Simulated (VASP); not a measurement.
# Ir (Im-3m) in VASP: RPA correlation energy with PBE

Aim: the RPA correlation energy of Ir with PBE.

Program: VASP 6.6.1. These are calculated values, not measurements. Logs are shortened: lines on timing, memory, paths and dates and some standing lists are left out, and cuts for length are marked.

## (1) The crystal as given

Symmetry: Im-3m, No. 229, cubic system. Conventional cell: a = 3.079 Å, b = 3.079 Å, c = 3.079 Å, α = 90.00°, β = 90.00°, γ = 90.00°. Around Ir (site symmetry m-3m) lie 8 Ir at 2.67 Å.

This isn't the form of Ir at room conditions, which is fcc.

## (2) RPA correlation energy, PBE

POSCAR

```
Ir
1.0
   -1.5395400000      1.5395400000      1.5395400000
    1.5395400000     -1.5395400000      1.5395400000
    1.5395400000      1.5395400000     -1.5395400000
Ir
1
Direct
    0.0000000000      0.0000000000      0.0000000000
```

INCAR.step1

```
PREC = Accurate ; ENCUT = 450
EDIFF = 1E-8 ; ISMEAR = 0
SIGMA = 0.05 ; LREAL = False
LASPH = True ; NELM = 80
ALGO = Normal ; LWAVE = True
LCHARG = False ; GGA = PE
```

INCAR.step2

```
PREC = Accurate ; ENCUT = 450
EDIFF = 1E-8 ; ISMEAR = 0
SIGMA = 0.05 ; LREAL = False
LASPH = True ; NELM = 1
ALGO = EIGENVAL ; LWAVE = False
LCHARG = False ; GGA = PE
LHFCALC = True ; AEXX = 1.0
ALDAC = 0.0 ; AGGAC = 0.0
ISTART = 1 ; PRECFOCK = Fast
```

INCAR.step3

```
PREC = Accurate ; ENCUT = 450
EDIFF = 1E-8 ; ISMEAR = 0
SIGMA = 0.05 ; LREAL = False
LASPH = True ; NELM = 1
ALGO = Exact ; LWAVE = True
LCHARG = False ; GGA = PE
NBANDS = 327 ; LOPTICS = True
ISTART = 1
```

INCAR.step4

```
PREC = Accurate ; ENCUT = 450
EDIFF = 1E-8 ; ISMEAR = 0
SIGMA = 0.05 ; LREAL = False
LASPH = True ; NELM = 80
ALGO = ACFDT ; LWAVE = False
LCHARG = False ; GGA = PE
NBANDS = 327 ; ENCUTGW = 250
NOMEGA = 12 ; ISTART = 1
PRECFOCK = Fast
```

KPOINTS

```
Automatic mesh
0
Gamma
  8 8 8
```

Potentials or basis: VASP PAW PBE potentials, release 64 (Ir_sv_GW).

On the command line:

```
> cat potpaw_PBE.64/Ir_sv_GW/POTCAR > POTCAR
> cp INCAR.step1 INCAR
> mpirun -np 1 vasp_std > vasp.out
> cp INCAR.step2 INCAR
> mpirun -np 1 vasp_std > vasp.out
> cp INCAR.step3 INCAR
> mpirun -np 1 vasp_std > vasp.out
> cp INCAR.step4 INCAR
> mpirun -np 1 vasp_std > vasp.out
```

OUTCAR:

```text
PREC = Accurate
   ENCUT = 450
   EDIFF = 1E-8
   ISMEAR = 0
   LREAL = False
   LASPH = True
   NELM = 80
   GGA = PE
   ENCUTGW = 250
   ISTART = 1
   PRECFOCK = Fast

 ion  position               nearest neighbor table
   1  0.000  0.000  0.000-

  LATTYP: Found a body centered cubic cell.
 ALAT       =     3.0790800000

  Lattice vectors:

 A1 = (  -1.5395400000,   1.5395400000,   1.5395400000)
 A2 = (   1.5395400000,  -1.5395400000,   1.5395400000)
 A3 = (   1.5395400000,   1.5395400000,  -1.5395400000)

Analysis of symmetry for initial positions (statically):
=====================================================================
 Subroutine PRICEL returns:
 Original cell was already a primitive cell.

 Routine SETGRP: Setting up the symmetry group for a
 body centered cubic supercell.

 Subroutine GETGRP returns: Found 48 space group operations
 (whereof 48 operations were pure point group operations)
 out of a pool of 48 trial point group operations.

The static configuration has the point symmetry O_h .

Analysis of symmetry for dynamics (positions and initial velocities):
=====================================================================
 Subroutine PRICEL returns:
 Original cell was already a primitive cell.

 Routine SETGRP: Setting up the symmetry group for a
 body centered cubic supercell.

 Subroutine GETGRP returns: Found 48 space group operations
 (whereof 48 operations were pure point group operations)
 out of a pool of 48 trial point group operations.

The dynamic configuration has the point symmetry O_h .

 Subroutine INISYM returns: Found 48 space group operations
 (whereof 48 operations are pure point group operations),
 and found     1 'primitive' translations

----------------------------------------------------------------------------------------

                                     Primitive cell

  volume of cell :      14.5960

  direct lattice vectors                    reciprocal lattice vectors
    -1.539540000  1.539540000  1.539540000     0.000000000  0.324772335  0.324772335
     1.539540000 -1.539540000  1.539540000     0.324772335  0.000000000  0.324772335
     1.539540000  1.539540000 -1.539540000     0.324772335  0.324772335  0.000000000

  length of vectors
     2.666561500  2.666561500  2.666561500     0.459297440  0.459297440  0.459297440

  position of ions in fractional coordinates (direct lattice)
     0.000000000  0.000000000  0.000000000

  ion indices of the primitive-cell ions
   primitive index   ion index
                 1           1

----------------------------------------------------------------------------------------

 KPOINTS: Automatic mesh

Automatic generation of k-mesh.
 Grid dimensions read from file:
 generate k-points for:    8    8    8

 Generating k-lattice:

  Cartesian coordinates                     Fractional coordinates (reciprocal lattice)
     0.000000000  0.040596542  0.040596542     0.125000000  0.000000000  0.000000000
     0.040596542  0.000000000  0.040596542     0.000000000  0.125000000  0.000000000
     0.040596542  0.040596542  0.000000000     0.000000000  0.000000000  0.125000000

  Length of vectors
     0.057412180  0.057412180  0.057412180

  Shift w.r.t. Gamma in fractional coordinates (k-lattice)
     0.000000000  0.000000000  0.000000000

 Subroutine IBZKPT returns following result:
 ===========================================

 Found     29 irreducible k-points:

 Following reciprocal coordinates:
            Coordinates               Weight
  0.000000  0.000000  0.000000      1.000000
  0.125000  0.000000  0.000000     12.000000
  0.250000  0.000000  0.000000     12.000000
  0.375000  0.000000  0.000000     12.000000
  0.500000  0.000000  0.000000      6.000000
  0.125000  0.125000  0.000000     24.000000
  0.250000  0.125000  0.000000     48.000000
  0.375000  0.125000  0.000000     48.000000
  0.250000  0.250000  0.000000     24.000000
  0.375000  0.250000  0.000000     24.000000
  0.125000  0.125000  0.125000      8.000000
  0.250000  0.125000  0.125000     24.000000
  0.375000  0.125000  0.125000     12.000000
 -0.125000  0.125000  0.125000      6.000000
  0.250000  0.250000  0.125000     24.000000
 -0.250000  0.250000  0.125000     24.000000
 -0.375000  0.375000  0.125000     24.000000
 -0.250000  0.375000  0.125000     24.000000
  0.500000  0.500000  0.125000     12.000000
 -0.375000  0.500000  0.125000     48.000000
 -0.375000 -0.375000  0.125000      8.000000
  0.250000  0.250000  0.250000      2.000000
 -0.250000  0.250000  0.250000      6.000000
 -0.375000  0.375000  0.250000     24.000000
 [... further k-points ...]
   k-points           NKPTS =     29   k-points in BZ     NKDIM =    512   number of bands    NBANDS=    327
   number of dos      NEDOS =    301   number of ions     NIONS =      1
   total plane-waves  NPLWV =   5832
   dimension x,y,z NGX =    18 NGY =   18 NGZ =   18
   dimension x,y,z NGXF=    36 NGYF=   36 NGZF=   36
   ions per type =               1
   NGX,Y,Z   is equivalent  to a cutoff of  11.22, 11.22, 11.22 a.u.
   NGXF,Y,Z  is equivalent  to a cutoff of  22.44, 22.44, 22.44 a.u.
 SYSTEM =  unknown system
   PREC   = accura    normal or accurate (medium, high low for compatibility)
   ISTART =      1    job   : 0-new  1-cont  2-samecut
   ICHARG =      0    charge: 1-file 2-atom 10-const
   ISPIN  =      1    spin polarized calculation?
   LNONCOLLINEAR =      F non collinear calculations
   LSORBIT =      F    spin-orbit coupling
   LASPH  =      T    aspherical Exc in radial PAW
   ENCUT  =  450.0 eV  33.07 Ry    5.75 a.u.   4.61  4.61  4.61*2*pi/ulx,y,z
   NELM   =     80;   NELMIN=  2; NELMDL=  0     # of ELM steps
   EDIFF  = 0.1E-07   stopping-criterion for ELM
   LREAL  =      F    real-space projection
   EDIFFG = 0.1E-06   stopping-criterion for IOM
   NSW    =      0    number of steps for IOM
   IBRION =     -1    ionic relax: 0-MD 1-quasi-New 2-CG
   NFREE  =      0    steps in history (QN), initial steepest desc. (CG)
   ISIF   =      0    stress and relaxation
   ISYM   =      3    0-nonsym 1-usesym 2-fastsym
   POTIM  = 0.5000    time-step for ionic-motion
   TEBEG  =    0.0;   TEEND  =   0.0 temperature during run
   PSTRESS=    0.0 pullay stress
   NELECT =      17.0000    total number of electrons
   NUPDOWN=      -1.0000    fix difference up-down
   EMIN   =  10.00;   EMAX   =-10.00  energy-range for DOS
   EFERMI =   0.00;   METHOD = LEGACY
   ISMEAR =     0;   SIGMA  =   0.05  broadening in eV -4-tet -1-fermi 0-gaus
   EFERMI_NEDOS =   21; number of points for ismear=-14 and -15
   IALGO  =     38    algorithm
   IMIX   =      4    mixing-type and parameters
     AMIX     =   0.40;   BMIX     =  1.00
     AMIX_MAG =   1.60;   BMIX_MAG =  1.00
  volume/ion in A,a.u.               =      14.60        98.50
  Fermi-wavevector in a.u.,A,eV,Ry     =   1.722451  3.254960 40.366266  2.966837
  Thomas-Fermi vector in A             =   2.798513
   LORBIT       =      0    0 simple, 1 ext, 2 COOP (PROOUT), +10 PAW based schemes
   GGA     = PE    functional components
   LHFCALC =     T    Hartree Fock is set to
   PRECFOCK=fast      Normal, Fast or Accurate (Low or Medium for compatibility)
   ENCUT4O =  -1.0   cutoff for four orbital integrals eV
   NKREDX  =     1    reduce k-point grid by
   NKREDY  =     1    reduce k-point grid by
   NKREDZ  =     1    reduce k-point grid by
   AEXX    =    1.0000 exact exchange contribution
   HFSCREEN=    0.0000 screening length (either q_TF or 0.3 A-1)
   HFSCREENC=   0.0000 screening length for correlation (either q_TF or 0.3 A-1)
   ENCUTFOCK=  -1.0 apply spherical cutoff to Coloumb kernel
   IVDW    =     0    specifies the selected vdW correction
   LEPSILON=     F    determine dielectric tensor
   LRPA    =     F    only Hartree local field effects (RPA)
   LRPAFORCE           =     F    calculate RPA forces
   ENCUTGW             = 250.0    cutoff for response function in eV
   ENCUTGWSOFT         = 200.0    soft cutoff for Coulomb kernel in GW response function in eV
   ENCUTLF             =  -1.0    cutoff for local field effects
   NELMGW              =     1    number of iterations in solving QP/BSE equation
   NELMHF              =     1    number of iterations in the inner HF iteration
   NKREDLFX            =     1    NKREDLFY  =   1   NKREDLFZ  =   1
 non-spin polarized calculation
 Gauss-broadening in eV      SIGMA  =   0.05
  energy-cutoff  :      450.00
  volume of cell :       14.60
 maximum number of plane-waves:       327
  NGX = 12; NGY = 12; NGZ = 12
   NGX =  9   NGY =  9   NGZ =  9
 maximum number of plane-waves:       140

      cutoff energy     smooth cutoff   RPA   correlation   Hartree contr. to MP2
---------------------------------------------------------------------------------
            250.000           200.000      -28.8547637897  -102932.3659248161
            238.095           190.476      -28.6074434782  -102932.0808148275
            226.757           181.406      -28.3547213786  -102931.7882904272
            215.959           172.768      -28.0978637794  -102931.4908565167
            205.676           164.541      -27.8374761387  -102931.1897222155
            195.882           156.705      -27.5739537414  -102930.8854430158
            186.554           149.243      -27.3075544447  -102930.5780890996
            177.670           142.136      -27.0387151702  -102930.2672103684
  linear regression
  converged value                          -31.5125959163  -102935.4380814408
```

It took 65 min on 1 thread of AMD EPYC 7R13 (Zen 3), shared host; peak memory 1.1 GiB.

What came out:

- Band gap on the k mesh, mean-field level: none (metal or under the smearing width)
- RPA correlation energy: -31.513 eV/atom
- RPA total energy per cell: -39.455 eV
- RPA correlation energy per cell: -31.513 eV

Caveat: the k mesh is coarse (spacing up to 0.36 Å⁻¹), so the values aren't converged; the ground state has no gap, which makes the many-body step unreliable.
